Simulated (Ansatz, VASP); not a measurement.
Ba in VASP and in Ansatz

Contents of INCAR:

```
PREC = Accurate
ENCUT = 520
EDIFF = 1E-6
ISMEAR = 0
SIGMA = 0.15
LREAL = F
LASPH = T
NELM = 100
ALGO = Fast
ISIF = 2
LWAVE = F
LCHARG = F
GGA = PS
NBANDS = 11
```

KPOINTS

```
Automatic mesh
0
Gamma
  12 12 14
```

The input POSCAR:

```
Ba
1.0
    3.8796605000      0.0000000000      0.0000000000
    0.0000000000      3.8796605000      0.0000000000
    0.0000000000      0.0000000000      3.6055390000
Ba
1
Direct
    0.5000000000      0.5000000000      0.5000000000
```

Input for Ansatz:

```yaml
crystal:
  lattice:
    - [3.8796605, 0.0, 0.0]
    - [0.0, 3.8796605, 0.0]
    - [0.0, 0.0, 3.605539]
  atoms:
    - { symbol: Ba, position: [0.5, 0.5, 0.5] }
basis:
  ecutwfc: 420
kpoints:
  mp_grid: { grid: [12, 12, 14] }
hamiltonian:
  xc: pbesol
scf:
  occupations: { method: gaussian, width: 0.15 }
output:
  forces: true
  stress: true
  eigenvalues: true
```

Change from the starting cell: strain -0.030 along x and y, +0.000 along z, atoms carried along.

Alike in both runs: task single point; functional PBEsol; k mesh 12 × 12 × 14; occupations gaussian, width 0.15 eV; no spin polarisation.

```csv
,VASP,Ansatz
version,VASP 6.6.1,Ansatz 0.2.0
potentials or method,"VASP PAW PBE potentials, release 64 (Ba_sv)","scalar-relativistic, plane waves, PAW"
plane-wave cutoff (eV),520,420
valence electrons in the cell,10,10
```

VASP gave:

```
gap on the k mesh at the Fermi level (eV)       : none
pressure (GPa)                                  : 0.5
largest component of the traceless stress (GPa) : 1.95
```

Q: Which values does Ansatz return?

A: gap on the k mesh at the Fermi level (eV): none; pressure (GPa): 0.2; largest component of the traceless stress (GPa): 1.85.

A gap of «none» marks a metal or a gap that the smearing closes. The functional is the same, so the differences come from potentials, cutoffs and numerics.

Caveats: the PAW data sets were made with another functional, which shifts forces and pressure a little (VASP). The runs have no spin-orbit coupling, so splittings on Ba are missing.
